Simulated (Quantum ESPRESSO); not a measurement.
A run of Quantum ESPRESSO 7.5 is set up as follows.

File pw.in:

```
&CONTROL
  calculation = 'scf'
  prefix = 'pwscf'
  outdir = './tmp'
  pseudo_dir = './pseudo'
  tprnfor = .true.
  tstress = .true.
  disk_io = 'nowf'
/
&SYSTEM
  ibrav = 0
  nat = 2
  ntyp = 2
  ecutwfc = 70
  nbnd = 15
  occupations = 'smearing'
  smearing = 'fd'
  degauss = 0.00367493
/
&ELECTRONS
  conv_thr = 4d-10
  electron_maxstep = 120
  mixing_beta = 0.5
/
ATOMIC_SPECIES
In   114.8180 In_ONCV_PBE-1.2.upf
P     30.9738 P_ONCV_PBE-1.2.upf
CELL_PARAMETERS angstrom
   0.0000000000    2.9305000000    2.9305000000
   2.9305000000    0.0000000000    2.9305000000
   2.9305000000    2.9305000000    0.0000000000
ATOMIC_POSITIONS crystal
In     0.0000000000    0.0000000000    0.0000000000
P      0.7500000000    0.7500000000    0.7500000000
K_POINTS automatic
6 6 6 0 0 0
```

Potentials or basis: SG15 PBE 1.2.

Launch:

```console
$ OMP_NUM_THREADS=1 mpirun -n 4 pw.x -nk 4 -in pw.in > pw.out
```

(1) Predict the band gap on the k mesh.

(2) Estimate the pressure.

## Answers

(1) 0.71 eV, direct.

(2) 3.5 GPa.

Caveat: spin-orbit coupling is left out, which moves the levels of the heavy elements.

**What was measured.**

From a printed reference work, data compilation, for a bulk crystal of InP at 1.6 K: band gap 1.4236 eV (direct).

Against the measured gap of InP, 1.4236 eV (direct; 1.6 K; a printed reference work, data compilation), the calculated 0.71 eV is off by -0.71 eV. Spin-orbit coupling on In is left out. The value is that of PBE, without temperature or zero-point motion. Semilocal functionals fall short of measured gaps as a rule.
